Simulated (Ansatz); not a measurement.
# Ta under compression and expansion

```
CELL_PARAMETERS angstrom
-1.65128 1.65128 1.65128
1.65128 -1.65128 1.65128
1.65128 1.65128 -1.65128
ATOMIC_POSITIONS crystal
Ta 0.00000 0.00000 0.00000
```

Conventional cell: a = 3.303 Å, b = 3.303 Å, c = 3.303 Å, α = 90.00°, β = 90.00°, γ = 90.00°. Ta (atom 1) has 8 Ta at 2.86 Å as nearest neighbours.

The cell is COD entry 1541266, as deposited and not checked against the literature; nothing was relaxed.

No spin–orbit coupling, which matters for the heavy atoms here.

Methods: DFT, PBE, all-electron LAPW, scalar-relativistic (Ansatz 0.2.0); DFT, PBE, PAW with Ansatz's default frozen-core files, scalar-relativistic (Ansatz 0.2.0).

For LAPW: a Γ-centred 17×17×17 k mesh, Fermi–Dirac smearing of 0.08 eV, basis error target 0.5 meV/atom, no spin polarisation. PAW takes a cutoff of 420 eV at this cell. The Ansatz runs share mesh, smearing and spin set-up. Plane-wave (PAW) pressures include the program's estimate of the Pulay term.

The cell above is scaled evenly, with fractional coordinates and shape held.

```tsv
V/V(cell)	V (Å³/atom)	P, LAPW (GPa)	P, PAW (GPa)
0.9400	16.930	17.37	17.58
0.9405	16.939	17.23	17.44
0.9600	17.290	12.13	12.28
0.9700	17.470	9.70	9.82
0.9800	17.650	7.38	7.48
0.9900	17.830	?	?
1.0000	18.010	3.06	3.12
1.0100	18.190	1.05	1.10
1.0200	18.371	-0.86	-0.83
1.0300	18.551	-2.68	-2.67
1.0400	18.731	-4.42	-4.42
1.0600	19.091	-7.65	-7.68
```

Fill in the row V/V(cell) = 0.9900.

P, LAPW (GPa) = 5.16, P, PAW (GPa) = 5.25.

What do Birch–Murnaghan fits to the pressures give?

LAPW: V0 = 18.29 Å³/atom, B0 = 194 GPa, B0′ = 3.9; PAW: V0 = 18.29 Å³/atom, B0 = 195 GPa, B0′ = 3.9.

PAW's V0 lies 0.02 % from the all-electron value and its B0 0.8 %. Symmetry fixes shape and coordinates here, so this is the relaxed modulus.
